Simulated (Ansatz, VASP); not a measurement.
**One calculation of Ag, two programs**

```
Ag
1.0
     0.00000    3.19650    3.19650
     3.19650    0.00000    3.19650
     3.19650    3.19650    0.00000
Ag
3
Direct
  0.25000 0.25000 0.25000
  0.75000 0.75000 0.75000
  0.00000 0.00000 0.00000
```

Alike in both runs: functional PBE; k mesh 6 × 6 × 6; occupations gaussian, width 0.1 eV; no spin polarisation.

Ansatz relaxed the structure, and its values are those at the end. VASP's run is a single point on that final structure, the one shown.

|  | VASP | Ansatz |
| --- | --- | --- |
| version | VASP 6.6.1 | Ansatz 0.2.0 |
| potentials or method | VASP PAW PBE potentials, release 64 (Ag) | scalar-relativistic, plane waves, PAW |
| plane-wave cutoff (eV) | 520 | 420 |
| valence electrons in the cell | 33 | 57 |

```csv
,VASP,Ansatz,Ansatz less VASP
gap on the k mesh at the Fermi level (eV),none,none,-
pressure (GPa),-0.3,-0.2,+0.08
```

A gap of «none» marks a metal or a gap that the smearing closes. The two sets of potentials don't hold the same shells in valence.
